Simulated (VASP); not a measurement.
# P (Imma) in VASP: reference runs

How does P come out in PBE? The cell is run as given and disturbed.

Everything below comes from runs of VASP 6.6.1. Logs are shortened: lines on timing, memory, paths and dates and some standing lists are left out, and cuts for length are marked.

### Step 1. The crystal as given

Symmetry: Imma, No. 74, orthorhombic system. The conventional cell has a = 3.383 Å, b = 5.030 Å, c = 3.718 Å, α = 90.00°, β = 90.00°, γ = 90.00°. P (site symmetry mm2) has 4 P at 2.24 to 2.55 Å as nearest neighbours.

This isn't the form of P at room conditions, which is orthorhombic.

### Step 2. Single point, PBE

Input file INCAR:

```
SYSTEM = P
ALGO = Normal ; EDIFF = 1E-7
ENCUT = 520 ; GGA = PE
ISIF = 2 ; ISMEAR = -1
LASPH = .True. ; LCHARG = .False.
LREAL = .False. ; LWAVE = .False.
NBANDS = 12 ; NELM = 100
PREC = Accurate ; SIGMA = 0.05
```

Input file KPOINTS:

```
k-points
0
Gamma
  11 11 11
  0 0 0
```

Input file POSCAR:

```
P
1.0
   -1.6915100431      2.5151650373      1.8589441358
    1.6915100431     -2.5151650373      1.8589441358
    1.6915100431      2.5151650373     -1.8589441358
P
2
Direct
    0.6966908900      0.9466908900      0.7500000000
    0.3033091100      0.0533091100      0.2500000000
```

Potentials or basis: VASP PAW PBE potentials, release 64 (P).

The run is started by

```
> cat potpaw_PBE.64/P/POTCAR > POTCAR
> mpirun -np 1 vasp_std > vasp.out
```

OUTCAR:

```text
SYSTEM = P
   EDIFF = 1E-7
   ENCUT = 520
   GGA = PE
   ISIF = 2
   ISMEAR = -1
   LASPH = .True.
   LREAL = .False.
   NELM = 100
   PREC = Accurate

 ion  position               nearest neighbor table
   1  0.697  0.947  0.750-   2 2.24   2 2.24   2 2.55   2 2.55   2 2.82   2 2.82
   2  0.303  0.053  0.250-   1 2.24   1 2.24   1 2.55   1 2.55   1 2.82   1 2.82

  LATTYP: Found a body centered orthorhombic cell.
 ALAT       =     3.3830200862
 B/A-ratio  =     1.0989849829
 C/A-ratio  =     1.4869347348

  Lattice vectors:

 A1 = (   1.6915100431,  -2.5151650373,  -1.8589441358)
 A2 = (  -1.6915100431,  -2.5151650373,   1.8589441358)
 A3 = (  -1.6915100431,   2.5151650373,  -1.8589441358)

Analysis of symmetry for initial positions (statically):
=====================================================================
 Subroutine PRICEL returns:
 Original cell was already a primitive cell.

 Routine SETGRP: Setting up the symmetry group for a
 body centered orthorhombic supercell.

 Subroutine GETGRP returns: Found  8 space group operations
 (whereof  4 operations were pure point group operations)
 out of a pool of  8 trial point group operations.

The static configuration has the point symmetry C_2h.
 The point group associated with its full space group is D_2h.

Analysis of symmetry for dynamics (positions and initial velocities):
=====================================================================
 Subroutine PRICEL returns:
 Original cell was already a primitive cell.

 Routine SETGRP: Setting up the symmetry group for a
 body centered orthorhombic supercell.

 Subroutine GETGRP returns: Found  8 space group operations
 (whereof  4 operations were pure point group operations)
 out of a pool of  8 trial point group operations.

The dynamic configuration has the point symmetry C_2h.
 The point group associated with its full space group is D_2h.

 Subroutine INISYM returns: Found  8 space group operations
 (whereof  4 operations are pure point group operations),
 and found     1 'primitive' translations

----------------------------------------------------------------------------------------

                                     Primitive cell

  volume of cell :      31.6350

  direct lattice vectors                    reciprocal lattice vectors
    -1.691510043  2.515165037  1.858944136     0.000000000  0.198794112  0.268969890
     1.691510043 -2.515165037  1.858944136     0.295593870  0.000000000  0.268969890
     1.691510043  2.515165037 -1.858944136     0.295593870  0.198794112  0.000000000

  length of vectors
     3.555690466  3.555690466  3.555690466     0.334460612  0.399650520  0.356223013

  position of ions in fractional coordinates (direct lattice)
     0.696690890  0.946690890  0.750000000
     0.303309110  0.053309110  0.250000000

  ion indices of the primitive-cell ions
   primitive index   ion index
                 1           1
                 2           2

----------------------------------------------------------------------------------------

 KPOINTS: k-points

Automatic generation of k-mesh.
 Grid dimensions read from file:
 generate k-points for:   11   11   11

 Generating k-lattice:

  Cartesian coordinates                     Fractional coordinates (reciprocal lattice)
     0.000000000  0.018072192  0.024451808     0.090909091 -0.000000000  0.000000000
     0.026872170  0.000000000  0.024451808    -0.000000000  0.090909091  0.000000000
     0.026872170  0.018072192  0.000000000     0.000000000  0.000000000  0.090909091

  Length of vectors
     0.030405510  0.036331865  0.032383910

  Shift w.r.t. Gamma in fractional coordinates (k-lattice)
     0.000000000  0.000000000  0.000000000

 Subroutine IBZKPT returns following result:
 ===========================================

 Found    216 irreducible k-points:

 Following reciprocal coordinates:
            Coordinates               Weight
  0.000000  0.000000  0.000000      1.000000
  0.090909  0.000000 -0.000000      4.000000
  0.181818 -0.000000  0.000000      4.000000
  0.272727  0.000000  0.000000      4.000000
  0.363636  0.000000 -0.000000      4.000000
  0.454545  0.000000 -0.000000      4.000000
[... 16 lines left out ...]
  0.454545  0.181818  0.000000      8.000000
 -0.454545  0.181818 -0.000000      8.000000
 [... further k-points ...]
   k-points           NKPTS =    216   k-points in BZ     NKDIM =    216   number of bands    NBANDS=     12
   number of dos      NEDOS =    301   number of ions     NIONS =      2
   total plane-waves  NPLWV =  21952
   dimension x,y,z NGX =    28 NGY =   28 NGZ =   28
   dimension x,y,z NGXF=    56 NGYF=   56 NGZF=   56
   ions per type =               2
   NGX,Y,Z   is equivalent  to a cutoff of  13.09, 13.09, 13.09 a.u.
   NGXF,Y,Z  is equivalent  to a cutoff of  26.18, 26.18, 26.18 a.u.
 SYSTEM =  P
   PREC   = accura    normal or accurate (medium, high low for compatibility)
   ISTART =      0    job   : 0-new  1-cont  2-samecut
   ICHARG =      2    charge: 1-file 2-atom 10-const
   ISPIN  =      1    spin polarized calculation?
   LNONCOLLINEAR =      F non collinear calculations
   LSORBIT =      F    spin-orbit coupling
   LASPH  =      T    aspherical Exc in radial PAW
   ENCUT  =  520.0 eV  38.22 Ry    6.18 a.u.   6.61  6.61  6.61*2*pi/ulx,y,z
   NELM   =    100;   NELMIN=  2; NELMDL= -5     # of ELM steps
   EDIFF  = 0.1E-06   stopping-criterion for ELM
   LREAL  =      F    real-space projection
   EDIFFG = 0.1E-05   stopping-criterion for IOM
   NSW    =      0    number of steps for IOM
   IBRION =     -1    ionic relax: 0-MD 1-quasi-New 2-CG
   NFREE  =      0    steps in history (QN), initial steepest desc. (CG)
   ISIF   =      2    stress and relaxation
   ISYM   =      2    0-nonsym 1-usesym 2-fastsym
   POTIM  = 0.5000    time-step for ionic-motion
   TEBEG  =    0.0;   TEEND  =   0.0 temperature during run
   PSTRESS=    0.0 pullay stress
   NELECT =      10.0000    total number of electrons
   NUPDOWN=      -1.0000    fix difference up-down
   EMIN   =  10.00;   EMAX   =-10.00  energy-range for DOS
   EFERMI =   0.00;   METHOD = LEGACY
   ISMEAR =    -1;   SIGMA  =   0.05  broadening in eV -4-tet -1-fermi 0-gaus
   EFERMI_NEDOS =   21; number of points for ismear=-14 and -15
   IALGO  =     38    algorithm
   IMIX   =      4    mixing-type and parameters
     AMIX     =   0.40;   BMIX     =  1.00
     AMIX_MAG =   1.60;   BMIX_MAG =  1.00
  volume/ion in A,a.u.               =      15.82       106.74
  Fermi-wavevector in a.u.,A,eV,Ry     =   1.115199  2.107421 16.921141  1.243669
  Thomas-Fermi vector in A             =   2.251801
   LORBIT       =      0    0 simple, 1 ext, 2 COOP (PROOUT), +10 PAW based schemes
   GGA     = PE    functional components
   LHFCALC =     F    Hartree Fock is set to
   AEXX    =    0.0000 exact exchange contribution
   IVDW    =     0    specifies the selected vdW correction
   LEPSILON=     F    determine dielectric tensor
   LRPA    =     F    only Hartree local field effects (RPA)
 non-spin polarized calculation
  energy-cutoff  :      520.00
  volume of cell :       31.63
 maximum number of plane-waves:       867
   NGX = 13   NGY = 13   NGZ = 13

 number of electron      10.0000000 magnetization

 number of electron       9.9999999 magnetization

 Free energy of the ion-electron system (eV)
  ---------------------------------------------------
  ext. energy  EPLUGINS =         0.00000000
  ---------------------------------------------------
  free energy    TOTEN  =       -10.62898775 eV

  energy without entropy =      -10.62789149  energy(sigma->0) =      -10.62843962

 E-fermi :   9.0701     XC(G=0): -10.8517

 val. band max:        9.0372498509   @ k =  -0.4545   0.4545   0.0000
 cond. band min:       9.1272841453   @ k =   0.4545   0.2727   0.0909
 fundamental gap:      0.0900342945
 Fermi energy:         9.0700662850

 k-point     1 :       0.0000    0.0000    0.0000
  band No.  band energies     occupation
      1      -7.4206      2.00000
      2       5.8778      2.00000
      3       5.9247      2.00000
      4       6.1327      2.00000
      5       6.7950      2.00000
      6      10.4436      0.00000
      7      11.3787      0.00000
      8      13.1513      0.00000
      9      14.1640      0.00000
     10      15.4568      0.00000
     11      15.8348      0.00000
     12      16.0187      0.00000

 k-point     2 :       0.0909    0.0000   -0.0000
  band No.  band energies     occupation
      1      -7.3042      2.00000
      2       4.2504      2.00000
      3       6.0913      2.00000
      4       6.4802      2.00000
      5       7.4599      2.00000
      6      10.6768      0.00000
      7      11.2503      0.00000
      8      12.6197      0.00000
      9      14.3959      0.00000
     10      14.5208      0.00000
     11      15.6966      0.00000
     12      17.3427      0.00000

 k-point     3 :       0.1818   -0.0000    0.0000
  band No.  band energies     occupation
      1      -6.9596      2.00000
      2       2.4332      2.00000
      3       5.9908      2.00000
      4       6.4891      2.00000
      5       8.1491      2.00000
      6      10.6436      0.00000
      7      11.2073      0.00000
      8      11.6559      0.00000
      9      14.4588      0.00000
     10      15.1367      0.00000
     11      15.4282      0.00000
     12      19.0310      0.00000
[... 286 lines left out ...]
 k-point    23 :       0.4545    0.1818    0.0000
  band No.  band energies     occupation
      1      -4.7242      2.00000
      2      -1.4003      2.00000
      3       3.1470      2.00000
      4       5.9095      2.00000
      5       7.2805      2.00000
      6       9.9331      0.00000
      7      11.5471      0.00000
      8      13.5259      0.00000
      9      16.4053      0.00000
     10      17.1311      0.00000
     11      18.6523      0.00000
     12      22.1366      0.00000

 k-point    24 :      -0.4545    0.1818   -0.0000
  band No.  band energies     occupation
      1      -5.4284      2.00000
      2      -0.2735      2.00000
      3       3.2226      2.00000
      4       6.4367      2.00000
      5       7.7619      2.00000
      6       9.6568      0.00002
      7      11.0391      0.00000
      8      13.3175      0.00000
      9      15.2129      0.00000
     10      16.5371      0.00000
     11      19.4007      0.00000
     12      20.6740      0.00000

 [... further k-points ...]

------------------------ aborting loop because EDIFF is reached ----------------------------------------

  FORCE on cell =-STRESS in cart. coord.  units (eV):
  Direction    XX          YY          ZZ          XY          YZ          ZX
  --------------------------------------------------------------------------------------
  -------------------------------------------------------------------------------------
  Total        0.6348514      0.3017819      0.4853904      0.0000000      0.0000000      0.0000000
  in kB       32.1525406     15.2839762     24.5829702      0.0000000      0.0000000      0.0000000
  external PRESSURE =      24.0064957 kB  Pullay stress =       0.0000000 kB

 VOLUME and BASIS-vectors are now :
 -----------------------------------------------------------------------------
  energy-cutoff  :      520.00
  volume of cell :       31.63
      direct lattice vectors                 reciprocal lattice vectors
    -1.691510043  2.515165037  1.858944136     0.000000000  0.198794112  0.268969890
     1.691510043 -2.515165037  1.858944136     0.295593870  0.000000000  0.268969890
     1.691510043  2.515165037 -1.858944136     0.295593870  0.198794112  0.000000000

 POSITION                                       TOTAL-FORCE (eV/Angst)
 -----------------------------------------------------------------------------------
      1.69151      1.25758      1.66075        -0.000000      0.000000      0.325702
      0.00000      1.25758      0.19820         0.000000     -0.000000     -0.325702
 -----------------------------------------------------------------------------------
    total drift:                               -0.000000     -0.000000     -0.000000

  FREE ENERGIE OF THE ION-ELECTRON SYSTEM (eV)
  ---------------------------------------------------
  free  energy   TOTEN  =       -10.6289877482 eV

  energy  without entropy=      -10.6278914863  energy(sigma->0) =      -10.62843962
```

Wall time 2.3 min (1 thread of AMD EPYC 7R43 (Zen 3), shared host); peak memory 0.14 GiB.

What came out:

* Free energy: -10.6290 eV
* Pressure: 2.4 GPa
* Largest force: 0.326 eV/Å
* Band gap on the k mesh: none (metal or under the smearing width)

Forces in eV/Å, atoms in the order of the input:
```
P    0.000  0.000  0.326
P    0.000  0.000 -0.326
```

Levels at points of the mesh, in eV from the Fermi level:
| k point | band 1 | band 2 | band 3 | band 4 | band 5 | band 6 | band 7 | band 8 | band 9 | band 10 |
| --- | --- | --- | --- | --- | --- | --- | --- | --- | --- | --- |
| (0.00, 0.00, 0.00) | -16.49 | -3.19 | -3.15 | -2.94 | -2.28 | 1.37 | 2.31 | 4.08 | 5.09 | 6.39 |

### Step 3. Single point, PBE (atoms moved at random, drawn with an rms of 0.05 Å)

Input file INCAR:

```
ALGO = Normal
EDIFF = 1E-7
ENCUT = 520
GGA = PE
ISIF = 2
ISMEAR = -1
LASPH = True
LCHARG = False
LREAL = False
LWAVE = False
NBANDS = 12
NELM = 60
PREC = Accurate
SIGMA = 0.05
```

Input file KPOINTS:

```
k-points
0
Gamma
  11 11 11
```

Input file POSCAR:

```
P
1.0
   -1.6915100431      2.5151650373      1.8589441358
    1.6915100431     -2.5151650373      1.8589441358
    1.6915100431      2.5151650373     -1.8589441358
P
2
Direct
    0.6992170000      0.9615220000      0.7718150000
    0.3024300000      0.0490510000      0.2430100000
```

Potentials or basis: VASP PAW PBE potentials, release 64 (P).

The run is started by

```
> cat potpaw_PBE.64/P/POTCAR > POTCAR
> mpirun -np 1 vasp_std > vasp.out
```

Run time: 5.9 min. Hardware: 1 thread of AMD EPYC 7R43 (Zen 3), shared host; peak memory 0.26 GiB.

Results (log left out):

* Free energy: -10.5988 eV
* Pressure: 3.3 GPa
* Largest force: 0.865 eV/Å
* Band gap on the k mesh: none (metal or under the smearing width)

Forces on the atoms (eV/Å):
```
P   -0.664 -0.044  0.552
P    0.664  0.044 -0.552
```

Stress tensor (GPa, compression positive):
```
 4.28 -0.02 -3.15
-0.02  1.67 -0.67
-3.15 -0.67  3.82
```

Levels at points of the mesh, in eV from the Fermi level:
```
           k point  band 3  band 4  band 5  band 6  band 7  band 8
(0.00, 0.00, 0.00)   -3.11   -2.77   -2.21    1.28    2.17    4.20
```
